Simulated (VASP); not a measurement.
Write the native input for VASP 6.6.1 that does the following.

* Task: relaxation of cell and atoms
* Functional: PBE
* Potentials or basis: VASP PAW PBE potentials, release 64 (S)
* Cutoff: 520 eV
* k mesh: 5 × 5 × 6
* Occupations: gaussian, width 0.1 eV
* Spin: no spin polarisation
* Further INCAR settings: ALGO = Normal; EDIFF = 1e-06; IBRION = 2; EDIFFG = -0.01; NSW = 90; ISIF = 3

The structure of S lies in POSCAR:

```
S
1.0
    7.0897000000      0.0000000000      0.0000000000
   -3.5448500000      6.1398603100      0.0000000000
    0.0000000000      0.0000000000      4.3023800000
S
9
Direct
    0.7727000000      0.3067000000      0.6105000000
    0.6933000000      0.4660000000      0.2771666700
    0.5340000000      0.2273000000      0.9438333300
    0.3067000000      0.7727000000      0.3895000000
    0.4660000000      0.6933000000      0.7228333300
    0.2273000000      0.5340000000      0.0561666700
    0.8755000000      0.0000000000      0.1666666700
    0.0000000000      0.8755000000      0.8333333300
    0.1245000000      0.1245000000      0.5000000000
```

This isn't the form of S at room conditions, which is orthorhombic, of S8 rings.

The input as run:

INCAR

```
SYSTEM = S
  PREC = Accurate
  ENCUT = 520
  EDIFF = 1E-6
  ISMEAR = 0
  SIGMA = 0.1
  LREAL = .FALSE.
  LASPH = .TRUE.
  NELM = 120
  ALGO = Normal
  ISIF = 3
  LWAVE = .FALSE.
  LCHARG = .FALSE.
  GGA = PE
  IBRION = 2
  NSW = 90
  EDIFFG = -0.01
  KPAR = 2
```

KPOINTS

```
Automatic mesh
0
G
  5 5 6
  0 0 0
```

Potentials or basis: VASP PAW PBE potentials, release 64 (S).

The run is started by

```console
$ cat potpaw_PBE.64/S/POTCAR > POTCAR
$ mpirun -np 2 vasp_std > vasp.out
```

It gave:

```yaml
Relaxed_volume: 32.52 Å³/atom
Relaxed_cell: a = 8.758 Å, b = 8.758 Å, c = 4.405 Å, α = 90.00°, β = 90.00°, γ = 120.00°
Space_group_after_relaxing_to_0.05_Å: P3_221 (No. 154)
Energy_gained_by_relaxing: 88.3 meV/atom
Ionic_steps: 30
Pressure_after_relaxing: 0.0 GPa
Largest_force_after_relaxing: 0.007 eV/Å
Band_gap_on_the_k_mesh: 2.40 eV, indirect (least direct gap 2.56 eV)
```

Caveat: the volume moved by over 15 % at a fixed basis, so the end points are rough; an odd mesh through Γ misses points on the zone boundary, where band edges often lie; the volume moved by +56 % from the deposited cell, more than functionals usually miss.

Run time: 19 min on 2 MPI ranks on Intel(R) Xeon(R) Platinum 8488C (Sapphire Rapids), on a shared host, peak memory 0.33 GiB a rank.
